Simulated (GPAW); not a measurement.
Crystal: FeO (Wuestite).

```
CELL_PARAMETERS angstrom
0.00000 2.15540 2.15540
2.15540 0.00000 2.15540
2.15540 2.15540 0.00000
ATOMIC_POSITIONS crystal
Fe 0.00000 0.00000 0.00000
O 0.50000 0.50000 0.50000
```

- Program: GPAW 26.7.0
- Task: relaxation of cell and atoms
- Functional: PBEsol
- Potentials or basis: PAW data sets generated in the run's folder for this functional
- Cutoff: 800 eV
- Basis: pw
- k mesh: 8 × 8 × 8
- Occupations: fermi-dirac, width 0.05 eV
- Spin: collinear spin, ferromagnetic start
- Starting moments: [3.0, 0.0] μB

At the start: pressure -6.9 GPa; volume 10.01 Å³/atom.

How do energy, volume and symmetry change on relaxing?

Over 3 steps the energy falls by 6.4 meV/atom and the volume is 9.65 Å³/atom (-3.6 %); space group Fm-3m (No. 225, to 0.05 Å); moment 4.00 μB per cell.

Step by step:
| step | energy change (eV) | largest force (eV/Å) | pressure (GPa) | volume (Å³) |
| --- | --- | --- | --- | --- |
| 1 | 0.0000 | 0.0000 | -6.91 | 20.03 |
| 2 | -0.0062 | 0.0000 | -5.21 | 19.84 |
| 3 | -0.0127 | 0.0000 | 0.24 | 19.31 |

Final structure:
```cif
data_structure
_symmetry_space_group_name_H-M 'P 1'
_symmetry_Int_Tables_number 1
_cell_length_a 3.0113
_cell_length_b 3.0113
_cell_length_c 3.0113
_cell_angle_alpha 60.000
_cell_angle_beta 60.000
_cell_angle_gamma 60.000
_cell_volume 19.31
loop_
_atom_site_label
_atom_site_type_symbol
_atom_site_fract_x
_atom_site_fract_y
_atom_site_fract_z
_atom_site_occupancy
Fe1 Fe 0.00000 0.00000 0.00000 1
O1 O 0.50000 0.50000 0.50000 1
```

Caveat: each step starts from the last one's moments, so a moment once lost doesn't come back; later steps reuse the first step's grids; a cell with one magnetic atom can't hold antiferromagnetic order, which such compounds often take.
